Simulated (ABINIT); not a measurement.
Write the native input for ABINIT 10.8.3 (patched build) that does the following.

| Property | Result |
| --- | --- |
| Task | equation of state |
| Functional | PBEsol |
| Potentials or basis | JTH PAW PBE v2.0 |
| Cutoff | 626 eV |
| k mesh | 10 × 10 × 10 |
| Occupations | fermi-dirac, width 0.05 eV |
| Spin | no spin polarisation |
| Fine-grid cutoff | 1224.51 eV |
| Exchange and correlation inside the PAW spheres | full angular mesh (pawxcdev 0, this build's default; the released program takes 1) |

Crystal: Li2O.

```xyz
3
Lattice="0.0000 2.3269 2.3269 2.3269 0.0000 2.3269 2.3269 2.3269 0.0000" Properties=species:S:1:pos:R:3 pbc="T T T"
O     0.0000    0.0000    0.0000
Li    1.1634    1.1634    1.1634
Li    3.4903    3.4903    3.4903
```

The cell comes from a database or a generator and needn't be the stable form of this composition.

One way to write it, as run:

run.abi

```
# Datasets: one volume each
ndtset 7
getwfk -1
scalecart1 3*0.9795861087
scalecart2 3*0.9864848297
scalecart3 3*0.9932883884
scalecart4 3*1.0000000000
scalecart5 3*1.0066227096
scalecart6 3*1.0131594038
scalecart7 3*1.0196128224

# Pseudopotentials
pp_dirpath "./"
pseudos "O.GGA_PBE-JTH.xml, Li.GGA_PBE-JTH.xml"

# Structure
acell 3.2906690246 3.2906690246 3.2906690246 Angstrom
rprim
     0.0000000000     0.7071067812     0.7071067812
     0.7071067812     0.0000000000     0.7071067812
     0.7071067812     0.7071067812     0.0000000000
ntypat 2
znucl 8 3
natom 3
typat 1 2 2
xred
     0.0000000000     0.0000000000     0.0000000000
     0.2500000000     0.2500000000     0.2500000000
     0.7500000000     0.7500000000     0.7500000000

# Plane-wave basis
ecut 23.0
pawecutdg 45.0

# k points
kptopt 1
ngkpt 10 10 10
nshiftk 1
shiftk 0.0 0.0 0.0

# Exchange and correlation
ixc -116133

# Bands and occupations
nband 10
occopt 3
tsmear 0.00183747

# SCF cycle
nstep 100
tolvrs 1.0e-9

# Output
iomode 3
prtwf 1
prtden 0
prteig 0
prtebands 0
enunit 2
```

Potentials or basis: JTH PAW PBE v2.0.

Command:

```bash
$ abinit run.abi > log 2>&1
```

It gave:

* Equilibrium volume: 8.06 Å³/atom
* Bulk modulus: 84 GPa
* Pressure derivative of the bulk modulus: 4.1 (rough: it moves with the points fitted)

Caveat: pressures at fixed basis lie under the slope of the energies; the PAW data sets were made with another functional, which shifts forces and pressure a little.

It took 98 s on 1 thread of Arm Neoverse V2, with other jobs on the host, peak memory 0.13 GiB.
